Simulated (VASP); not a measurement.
Crystal: I.

```
I
1.0
     3.63503   -2.39502    0.00000
     3.63503    2.39502    0.00000
     0.00000    0.00000    9.79344
I
4
Direct
  0.64930 0.35070 0.38440
  0.14930 0.85070 0.11560
  0.35070 0.64930 0.61560
  0.85070 0.14930 0.88440
```

Base run:

* Program: VASP 6.6.1
* Functional: HSE03
* Potentials or basis: VASP PAW PBE potentials, release 64 (I)
* Cutoff: 520 eV
* k mesh: 6 × 6 × 2
* Occupations: gaussian, width 0.02 eV
* Spin: no spin polarisation

Its results: band gap on the k mesh 1.95 eV, indirect (least direct gap 2.13 eV); pressure 0.9 GPa; largest force 0.336 eV/Å.

Question: The run is repeated on the same cell with these changes: functional from HSE03 to HSE06. What comes out?

Answer: Band gap on the k mesh 2.16 eV, indirect (least direct gap 2.37 eV); pressure 0.9 GPa; largest force 0.257 eV/Å.

Caveats: the PAW data sets were made with another functional, which shifts forces and pressure a little; spin-orbit coupling is left out, which moves the levels of the heavy elements.
